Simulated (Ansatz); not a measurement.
Gap bowing between ZrS₂ and HfS₂

Plane-wave DFT in Ansatz, PBE, scalar-relativistic PAW potentials, cutoff 420 eV, no spin-orbit coupling; no spin polarisation. Hf takes a share x of the Zr sites in ordered cells of 12 atoms, both ends in space group P-3m1; cell and atoms relaxed, the order of lowest energy found at each x, Kohn–Sham gaps over the whole zone.

| x | space group | V (Å³/atom) | gap (eV) |
| --- | --- | --- | --- |
| 0.000 | P-3m1 | 26.494 | 1.135 |
| 0.250 | P-3m1 | 26.405 | 1.120 |
| 0.500 | P2/m | 26.311 | 1.140 |
| 0.750 | P-3m1 | ? | ? |
| 1.000 | P-3m1 | 26.086 | 1.254 |

Task: Fit the bowing parameter and predict the missing row.

Result: With E_g(x) = (1 − x)E_A + xE_B − b x(1 − x), the given alloys yield b = 0.24 eV at x = 0.250, 0.22 eV at x = 0.500; least squares gives b = 0.23 eV. At x = 0.750 the line stands at 1.224 eV and the fit at 1.181 eV; the run gave 1.182 eV. The miss is 1 meV and the given alloys lie within 3 meV of the curve, so the fit holds to that level. It describes the smallest gap of these ordered cells: a random alloy bows differently, and where the two ends have their conduction minimum in different valleys, each valley needs its own b. A linear mix of volumes gives 26.188 Å³/atom against 26.216 (+0.1 %).

Cost: about 13 core-minutes for the runs cited, on Arm Neoverse V2 (shared hosts).